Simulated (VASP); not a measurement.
# Sb (Im-3m) in VASP: notebook

One crystal, Sb, is run at these levels: PBE; tasks: relaxation of cell and atoms.

All numbers are computed with VASP 6.6.1; they aren't measurements. Logs are shortened: lines on timing, memory, paths and dates and some standing lists are left out, and cuts for length are marked.

**1. The crystal as given**

The structure is cubic, space group Im-3m (No. 229). The conventional cell has a = 3.450 Å, b = 3.450 Å, c = 3.450 Å, α = 90.00°, β = 90.00°, γ = 90.00°. Sb (site symmetry m-3m) is surrounded by 8 Sb at 2.99 Å.

This isn't the form of Sb at room conditions, which is rhombohedral.

**2. Relaxation of cell and atoms, PBE**

The input, INCAR:

```
SYSTEM = Sb
ALGO = Normal ; EDIFF = 1E-6
EDIFFG = -0.01 ; ENCUT = 520
GGA = PE ; IBRION = 2
ISIF = 3 ; ISMEAR = 0
LASPH = .TRUE. ; LCHARG = .FALSE.
LREAL = .FALSE. ; LWAVE = .FALSE.
NELM = 120 ; NSW = 90
PREC = Accurate ; SIGMA = 0.1
```

The input, KPOINTS:

```
k-points
0
G
  18 18 18
  0 0 0
```

The input, POSCAR:

```
Sb
1.0
   -1.7250000000      1.7250000000      1.7250000000
    1.7250000000     -1.7250000000      1.7250000000
    1.7250000000      1.7250000000     -1.7250000000
Sb
1
Direct
    0.0000000000      0.0000000000      0.0000000000
```

Potentials or basis: VASP PAW PBE potentials, release 64 (Sb).

The run is started by

```bash
$ cat potpaw_PBE.64/Sb/POTCAR > POTCAR
$ mpirun -np 1 vasp_std > vasp.out
```

OUTCAR:

```text
SYSTEM = Sb
   EDIFF = 1E-6
   EDIFFG = -0.01
   ENCUT = 520
   GGA = PE
   IBRION = 2
   ISIF = 3
   ISMEAR = 0
   LASPH = .TRUE.
   LREAL = .FALSE.
   NELM = 120
   NSW = 90
   PREC = Accurate

 ion  position               nearest neighbor table
   1  0.000  0.000  0.000-

  LATTYP: Found a body centered cubic cell.
 ALAT       =     3.4500000000

  Lattice vectors:

 A1 = (  -1.7250000000,   1.7250000000,   1.7250000000)
 A2 = (   1.7250000000,  -1.7250000000,   1.7250000000)
 A3 = (   1.7250000000,   1.7250000000,  -1.7250000000)

Analysis of symmetry for initial positions (statically):
=====================================================================
 Subroutine PRICEL returns:
 Original cell was already a primitive cell.

 Routine SETGRP: Setting up the symmetry group for a
 body centered cubic supercell.

 Subroutine GETGRP returns: Found 48 space group operations
 (whereof 48 operations were pure point group operations)
 out of a pool of 48 trial point group operations.

The static configuration has the point symmetry O_h .

Analysis of symmetry for dynamics (positions and initial velocities):
=====================================================================
 Subroutine PRICEL returns:
 Original cell was already a primitive cell.

 Routine SETGRP: Setting up the symmetry group for a
 body centered cubic supercell.

 Subroutine GETGRP returns: Found 48 space group operations
 (whereof 48 operations were pure point group operations)
 out of a pool of 48 trial point group operations.

The dynamic configuration has the point symmetry O_h .

 Subroutine INISYM returns: Found 48 space group operations
 (whereof 48 operations are pure point group operations),
 and found     1 'primitive' translations

----------------------------------------------------------------------------------------

                                     Primitive cell

  volume of cell :      20.5318

  direct lattice vectors                    reciprocal lattice vectors
    -1.725000000  1.725000000  1.725000000     0.000000000  0.289855072  0.289855072
     1.725000000 -1.725000000  1.725000000     0.289855072  0.000000000  0.289855072
     1.725000000  1.725000000 -1.725000000     0.289855072  0.289855072  0.000000000

  length of vectors
     2.987787643  2.987787643  2.987787643     0.409916975  0.409916975  0.409916975

  position of ions in fractional coordinates (direct lattice)
     0.000000000  0.000000000  0.000000000

  ion indices of the primitive-cell ions
   primitive index   ion index
                 1           1

----------------------------------------------------------------------------------------

 KPOINTS: k-points

Automatic generation of k-mesh.
 Grid dimensions read from file:
 generate k-points for:   18   18   18

 Generating k-lattice:

  Cartesian coordinates                     Fractional coordinates (reciprocal lattice)
     0.000000000  0.016103060  0.016103060     0.055555556  0.000000000  0.000000000
     0.016103060  0.000000000  0.016103060     0.000000000  0.055555556  0.000000000
     0.016103060  0.016103060  0.000000000     0.000000000  0.000000000  0.055555556

  Length of vectors
     0.022773165  0.022773165  0.022773165

  Shift w.r.t. Gamma in fractional coordinates (k-lattice)
     0.000000000  0.000000000  0.000000000

 Subroutine IBZKPT returns following result:
 ===========================================

 Found    195 irreducible k-points:

 Following reciprocal coordinates:
            Coordinates               Weight
  0.000000  0.000000  0.000000      1.000000
  0.055556  0.000000  0.000000     12.000000
  0.111111  0.000000  0.000000     12.000000
  0.166667  0.000000  0.000000     12.000000
  0.222222  0.000000  0.000000     12.000000
  0.277778  0.000000  0.000000     12.000000
[... 16 lines left out ...]
  0.333333  0.111111 -0.000000     48.000000
  0.388889  0.111111  0.000000     48.000000
 [... further k-points ...]
   k-points           NKPTS =    195   k-points in BZ     NKDIM =    195   number of bands    NBANDS=      6
   number of dos      NEDOS =    301   number of ions     NIONS =      1
   total plane-waves  NPLWV =  13824
   dimension x,y,z NGX =    24 NGY =   24 NGZ =   24
   dimension x,y,z NGXF=    48 NGYF=   48 NGZF=   48
   ions per type =               1
   NGX,Y,Z   is equivalent  to a cutoff of  13.35, 13.35, 13.35 a.u.
   NGXF,Y,Z  is equivalent  to a cutoff of  26.71, 26.71, 26.71 a.u.
 SYSTEM =  Sb
   PREC   = accura    normal or accurate (medium, high low for compatibility)
   ISTART =      0    job   : 0-new  1-cont  2-samecut
   ICHARG =      2    charge: 1-file 2-atom 10-const
   ISPIN  =      1    spin polarized calculation?
   LNONCOLLINEAR =      F non collinear calculations
   LSORBIT =      F    spin-orbit coupling
   LASPH  =      T    aspherical Exc in radial PAW
   ENCUT  =  520.0 eV  38.22 Ry    6.18 a.u.   5.56  5.56  5.56*2*pi/ulx,y,z
   NELM   =    120;   NELMIN=  2; NELMDL= -5     # of ELM steps
   EDIFF  = 0.1E-05   stopping-criterion for ELM
   LREAL  =      F    real-space projection
   EDIFFG = -.1E-01   stopping-criterion for IOM
   NSW    =     90    number of steps for IOM
   IBRION =      2    ionic relax: 0-MD 1-quasi-New 2-CG
   NFREE  =      1    steps in history (QN), initial steepest desc. (CG)
   ISIF   =      3    stress and relaxation
   ISYM   =      2    0-nonsym 1-usesym 2-fastsym
   POTIM  = 0.5000    time-step for ionic-motion
   TEBEG  =    0.0;   TEEND  =   0.0 temperature during run
   PSTRESS=    0.0 pullay stress
   NELECT =       5.0000    total number of electrons
   NUPDOWN=      -1.0000    fix difference up-down
   EMIN   =  10.00;   EMAX   =-10.00  energy-range for DOS
   EFERMI =   0.00;   METHOD = LEGACY
   ISMEAR =     0;   SIGMA  =   0.10  broadening in eV -4-tet -1-fermi 0-gaus
   EFERMI_NEDOS =   21; number of points for ismear=-14 and -15
   IALGO  =     38    algorithm
   IMIX   =      4    mixing-type and parameters
     AMIX     =   0.40;   BMIX     =  1.00
     AMIX_MAG =   1.60;   BMIX_MAG =  1.00
  volume/ion in A,a.u.               =      20.53       138.56
  Fermi-wavevector in a.u.,A,eV,Ry     =   1.022325  1.931915 14.220113  1.045149
  Thomas-Fermi vector in A             =   2.155998
   LORBIT       =      0    0 simple, 1 ext, 2 COOP (PROOUT), +10 PAW based schemes
   GGA     = PE    functional components
   LHFCALC =     F    Hartree Fock is set to
   AEXX    =    0.0000 exact exchange contribution
   IVDW    =     0    specifies the selected vdW correction
   LEPSILON=     F    determine dielectric tensor
   LRPA    =     F    only Hartree local field effects (RPA)
 conjugate gradient relaxation of ions
 non-spin polarized calculation
 Gauss-broadening in eV      SIGMA  =   0.10
  energy-cutoff  :      520.00
  volume of cell :       20.53
 maximum number of plane-waves:       586
 NGX is ok and might be reduce to    24
   NGX = 11   NGY = 11   NGZ = 11

--------------------------------------- Ionic step        1  -------------------------------------------

 number of electron       5.0000000 magnetization

 Free energy of the ion-electron system (eV)
  ---------------------------------------------------
  ext. energy  EPLUGINS =         0.00000000
  ---------------------------------------------------
  free energy    TOTEN  =        -3.39233494 eV

  energy without entropy =       -3.38927400  energy(sigma->0) =       -3.39080447

 E-fermi :  12.5137     XC(G=0): -11.4599

 val. band max:       12.4690014804   @ k =  -0.3333   0.4444   0.0556
 cond. band min:      12.5187344730   @ k =  -0.4444   0.5000   0.3333
 fundamental gap:      0.0497329925
 Fermi energy:        12.5137010104

 k-point     1 :       0.0000    0.0000    0.0000
  band No.  band energies     occupation
      1      -2.8500      2.00000
      2      20.4432      0.00000
      3      20.4432      0.00000
      4      20.4432      0.00000
      5      24.1334      0.00000
      6      24.1334      0.00000
[... 530 lines left out ...]
  FREE ENERGIE OF THE ION-ELECTRON SYSTEM (eV)
  ---------------------------------------------------
  free  energy   TOTEN  =        -3.9102426702 eV

  energy  without entropy=       -3.9074053599  energy(sigma->0) =       -3.90882402

[... ionic steps 4 to 16 ...]

--------------------------------------- Ionic step       17  -------------------------------------------

 number of electron       5.0000000 magnetization

------------------------ aborting loop because EDIFF is reached ----------------------------------------

  FORCE on cell =-STRESS in cart. coord.  units (eV):
  Direction    XX          YY          ZZ          XY          YZ          ZX
  --------------------------------------------------------------------------------------
  -------------------------------------------------------------------------------------
  Total        0.0266865      0.0266865      0.0266865     -0.0000000      0.0000000      0.0000000
  in kB        1.5800752      1.5800752      1.5800752     -0.0000000      0.0000000      0.0000000
  external PRESSURE =       1.5800752 kB  Pullay stress =       0.0000000 kB
[... 55 lines left out ...]
  energy  without entropy=       -3.9078397357  energy(sigma->0) =       -3.90920193

--------------------------------------- Ionic step       19  -------------------------------------------

 number of electron       5.0000000 magnetization

 Free energy of the ion-electron system (eV)
  ---------------------------------------------------
  ext. energy  EPLUGINS =         0.00000000
  ---------------------------------------------------
  free energy    TOTEN  =        -3.91057684 eV

  energy without entropy =       -3.90784060  energy(sigma->0) =       -3.90920872

 E-fermi :   8.3667     XC(G=0): -10.2011

 val. band max:        8.3256951194   @ k =  -0.2222   0.3889   0.0556
 cond. band min:       8.3821125763   @ k =   0.3889   0.1111   0.0556
 fundamental gap:      0.0564174569
 Fermi energy:         8.3666876553

 k-point     1 :       0.0000    0.0000    0.0000
  band No.  band energies     occupation
      1      -4.4279      2.00000
      2      13.7985      0.00000
      3      13.7985      0.00000
      4      13.7985      0.00000
      5      18.8820      0.00000
      6      18.8820      0.00000
[... 235 lines left out ...]
  FREE ENERGIE OF THE ION-ELECTRON SYSTEM (eV)
  ---------------------------------------------------
  free  energy   TOTEN  =        -3.9105768355 eV

  energy  without entropy=       -3.9078406002  energy(sigma->0) =       -3.90920872

 reached required accuracy - stopping structural energy minimisation
```

Run time: 51 s. Hardware: 1 thread of Intel Xeon 6975P-C (Granite Rapids), shared host; peak memory 0.15 GiB.

What came out:

```yaml
Free_energy: -3.9106 eV
Relaxed_volume: 27.10 Å³/atom
Relaxed_cell: a = 3.278 Å, b = 3.278 Å, c = 3.278 Å, α = 109.47°, β = 109.47°, γ = 109.47°
Space_group_after_relaxing_to_0.05_Å: Im-3m (No. 229)
Energy_gained_by_relaxing: 518.2 meV/atom
Ionic_steps: 19
Pressure_after_relaxing: 0.0 GPa
Band_gap_on_the_k_mesh: none (metal or under the smearing width)
```

The path:
| step | energy change (eV) | largest force (eV/Å) | pressure (GPa) | volume (Å³) |
| --- | --- | --- | --- | --- |
| 1 | 0.0000 | 0.0000 | 32.51 | 20.53 |
| 2 | -0.2193 | 0.0000 | -8.73 | 35.57 |
| 3 | -0.5179 | 0.0000 | -0.49 | 27.34 |
| 4 | -0.5182 | 0.0000 | -0.15 | 27.19 |
| 5 | -0.5182 | 0.0000 | 0.18 | 27.04 |
| 6 | -0.5182 | 0.0000 | 0.19 | 27.04 |
| 7 | -0.5182 | 0.0000 | 0.18 | 27.04 |
| 8 | -0.5182 | 0.0000 | 0.18 | 27.04 |
| 9 | -0.5182 | 0.0000 | 0.18 | 27.04 |
| 10 | -0.5182 | 0.0000 | 0.18 | 27.04 |
| 11 | -0.5182 | 0.0000 | 0.18 | 27.05 |
| 12 | -0.5182 | 0.0000 | 0.18 | 27.05 |
| 13 | -0.5182 | 0.0000 | 0.18 | 27.05 |
| 14 | -0.5182 | 0.0000 | 0.17 | 27.05 |
| 15 | -0.5182 | 0.0000 | 0.17 | 27.05 |
| 16 | -0.5182 | 0.0000 | 0.17 | 27.05 |
| 17 | -0.5182 | 0.0000 | 0.16 | 27.06 |
| 18 | -0.5182 | 0.0000 | 0.11 | 27.07 |
| 19 | -0.5182 | 0.0000 | 0.04 | 27.10 |

Final structure:
```
Sb
1.0
    -1.89232    1.89232    1.89232
     1.89232   -1.89232    1.89232
     1.89232    1.89232   -1.89232
Sb
1
Direct
  0.00000 0.00000 0.00000
```

Levels at points of the mesh, in eV from the Fermi level:
| k point | band 1 | band 2 | band 3 | band 4 | band 5 | band 6 |
| --- | --- | --- | --- | --- | --- | --- |
| (0.00, 0.00, 0.00) | -12.79 | 5.43 | 5.43 | 5.43 | 10.52 | 10.52 |
| (0.50, 0.00, 0.00) | -8.80 | -5.55 | 1.67 | 3.71 | 6.39 | 6.91 |
| (0.50, 0.50, 0.50) | -5.63 | -1.98 | -1.98 | -1.98 | 2.98 | 2.98 |

Caveat: the volume moved by over 15 % at a fixed basis, so the end points are rough; the volume moved by +32 % from the deposited cell, more than functionals usually miss. PBE usually gives volumes a little too large and moduli too small.

**3. Relaxation of cell and atoms, PBE**

This run uses another cell than the first one, of 27.10 Å³/atom, 1.320 times its volume.

The input, INCAR:

```
SYSTEM = Sb
ALGO = Normal ; EDIFF = 1E-7
EDIFFG = -0.005 ; ENCUT = 520
GGA = PE ; IBRION = 2
ISIF = 3 ; ISMEAR = 0
LASPH = .TRUE. ; LCHARG = .FALSE.
LREAL = .FALSE. ; LWAVE = .FALSE.
NELM = 120 ; NSW = 60
POTIM = 0.3 ; PREC = Accurate
SIGMA = 0.1
```

KPOINTS is that of step 2.

The input, POSCAR:

```
Sb                                      
1.0
   -1.8923171733      1.8923171733      1.8923171733
    1.8923171733     -1.8923171733      1.8923171733
    1.8923171733      1.8923171733     -1.8923171733
  Sb            
     1
Direct
     0.0000000000000000    0.0000000000000000    0.0000000000000000
```

Potentials or basis: VASP PAW PBE potentials, release 64 (Sb).

The run is started by

```bash
$ cat potpaw_PBE.64/Sb/POTCAR > POTCAR
$ mpirun -np 1 vasp_std > vasp.out
```

OUTCAR:

```text
SYSTEM = Sb
   EDIFF = 1E-7
   EDIFFG = -0.005
   ENCUT = 520
   GGA = PE
   IBRION = 2
   ISIF = 3
   ISMEAR = 0
   LASPH = .TRUE.
   LREAL = .FALSE.
   NELM = 120
   NSW = 60
   POTIM = 0.3
   PREC = Accurate

 ion  position               nearest neighbor table
   1  0.000  0.000  0.000-

  LATTYP: Found a body centered cubic cell.
 ALAT       =     3.7846343466

  Lattice vectors:

 A1 = (  -1.8923171733,   1.8923171733,   1.8923171733)
 A2 = (   1.8923171733,  -1.8923171733,   1.8923171733)
 A3 = (   1.8923171733,   1.8923171733,  -1.8923171733)

Analysis of symmetry for initial positions (statically):
=====================================================================
 Subroutine PRICEL returns:
 Original cell was already a primitive cell.

 Routine SETGRP: Setting up the symmetry group for a
 body centered cubic supercell.

 Subroutine GETGRP returns: Found 48 space group operations
 (whereof 48 operations were pure point group operations)
 out of a pool of 48 trial point group operations.

The static configuration has the point symmetry O_h .

[... 207 lines left out ...]

 val. band max:        8.3185541129   @ k =  -0.2222   0.3889   0.0556
 cond. band min:       8.3744672364   @ k =   0.3889   0.1111   0.0556
 fundamental gap:      0.0559131234
 Fermi energy:         8.3592431011

 k-point     1 :       0.0000    0.0000    0.0000
  band No.  band energies     occupation
      1      -4.4310      2.00000
      2      13.7863      0.00000
      3      13.7863      0.00000
      4      13.7863      0.00000
      5      18.8721      0.00000
      6      18.8721      0.00000
[... 199 lines left out ...]
 k-point    24 :       0.3889    0.1111   -0.0000
  band No.  band energies     occupation
      1      -0.6200      2.00000
      2       3.4613      2.00000
      3       8.8984      0.00000
      4      11.3545      0.00000
      5      15.4557      0.00000
      6      17.1223      0.00000

 [... further k-points ...]

------------------------ aborting loop because EDIFF is reached ----------------------------------------

  FORCE on cell =-STRESS in cart. coord.  units (eV):
  Direction    XX          YY          ZZ          XY          YZ          ZX
  --------------------------------------------------------------------------------------
  -------------------------------------------------------------------------------------
  Total        0.0005391      0.0005391      0.0005391     -0.0000000     -0.0000000      0.0000000
  in kB        0.0318496      0.0318496      0.0318496     -0.0000000     -0.0000000      0.0000000
  external PRESSURE =       0.0318496 kB  Pullay stress =       0.0000000 kB

 VOLUME and BASIS-vectors are now :
 -----------------------------------------------------------------------------
  energy-cutoff  :      520.00
  volume of cell :       27.12
      direct lattice vectors                 reciprocal lattice vectors
    -1.892684661  1.892684661  1.892684661     0.000000000  0.264175016  0.264175016
     1.892684661 -1.892684661  1.892684661     0.264175016  0.000000000  0.264175016
     1.892684661  1.892684661 -1.892684661     0.264175016  0.264175016  0.000000000

 POSITION                                       TOTAL-FORCE (eV/Angst)
 -----------------------------------------------------------------------------------
      1.89268     -1.89268      1.89268        -0.000000      0.000000     -0.000000
 -----------------------------------------------------------------------------------
    total drift:                               -0.000000      0.000000     -0.000000

  FREE ENERGIE OF THE ION-ELECTRON SYSTEM (eV)
  ---------------------------------------------------
  free  energy   TOTEN  =        -3.9107890397 eV

  energy  without entropy=       -3.9080463870  energy(sigma->0) =       -3.90941771

 reached required accuracy - stopping structural energy minimisation
```

OSZICAR:

```text
N       E                     dE             d eps       ncg     rms          rms(c)
DAV:   1     0.760566124497E+01    0.76057E+01   -0.16340E+03  2364   0.545E+02
DAV:   2    -0.374202320749E+01   -0.11348E+02   -0.10930E+02  3390   0.725E+01
DAV:   3    -0.391314326474E+01   -0.17112E+00   -0.16830E+00  2772   0.979E+00
DAV:   4    -0.391380041957E+01   -0.65715E-03   -0.65714E-03  3270   0.796E-01
DAV:   5    -0.391380256885E+01   -0.21493E-05   -0.21502E-05  2826   0.324E-02    0.172E+00
DAV:   6    -0.391173772883E+01    0.20648E-02   -0.20213E-03  2628   0.316E-01    0.982E-01
DAV:   7    -0.391076248604E+01    0.97524E-03   -0.43180E-03  2520   0.458E-01    0.625E-02
DAV:   8    -0.391078772691E+01   -0.25241E-04   -0.61660E-05  3084   0.766E-02    0.570E-03
DAV:   9    -0.391078809299E+01   -0.36608E-06   -0.73837E-07  3006   0.860E-03    0.132E-03
DAV:  10    -0.391078750707E+01    0.58592E-06   -0.56601E-08  2850   0.179E-03    0.893E-04
DAV:  11    -0.391078734492E+01    0.16215E-06   -0.10452E-09  1350   0.359E-04    0.144E-04
DAV:  12    -0.391078738954E+01   -0.44621E-07   -0.15284E-10  1296   0.121E-04
   1 F= -.39107874E+01 E0= -.39094193E+01  d E =-.391079E+01
       N       E                     dE             d eps       ncg     rms          rms(c)
DAV:   1    -0.391079145679E+01   -0.41119E-05   -0.66081E-05  2538   0.468E-02    0.656E-03
DAV:   2    -0.391079002212E+01    0.14347E-05   -0.10033E-06  2442   0.849E-03    0.369E-03
DAV:   3    -0.391078903337E+01    0.98875E-06   -0.13111E-06  2376   0.662E-03    0.119E-03
DAV:   4    -0.391078903969E+01   -0.63227E-08   -0.69368E-09  1254   0.923E-04
   2 F= -.39107890E+01 E0= -.39094177E+01  d E =-.165015E-05
```

CONTCAR:

```text
Sb
   1.00000000000000
    -1.8926846611663821    1.8926846611663821    1.8926846611663821
     1.8926846611663821   -1.8926846611663821    1.8926846611663821
     1.8926846611663821    1.8926846611663821   -1.8926846611663821
  Sb
     1
Direct
     0.0000000000000000    1.0000000000000000    0.0000000000000000

  0.00000000E+00  0.00000000E+00  0.00000000E+00
```

It took 11 s on 1 thread of Intel Xeon 6975P-C (Granite Rapids), shared host; peak memory 0.15 GiB.

What came out:

- Free energy: -3.9108 eV
- Relaxed volume: 27.12 Å³/atom
- Relaxed cell: a = 3.278 Å, b = 3.278 Å, c = 3.278 Å, α = 109.47°, β = 109.47°, γ = 109.47°
- Space group after relaxing (to 0.05 Å): Im-3m (No. 229)
- Energy gained by relaxing: 0.0 meV/atom
- Ionic steps: 2
- Pressure after relaxing: 0.0 GPa
- Band gap on the k mesh: none (metal or under the smearing width)

Final structure:
```xyz
1
Lattice="-1.8927 1.8927 1.8927 1.8927 -1.8927 1.8927 1.8927 1.8927 -1.8927" Properties=species:S:1:pos:R:3 pbc="T T T"
Sb    1.8927   -1.8927    1.8927
```

The run has no spin-orbit coupling, so splittings on Sb are missing.
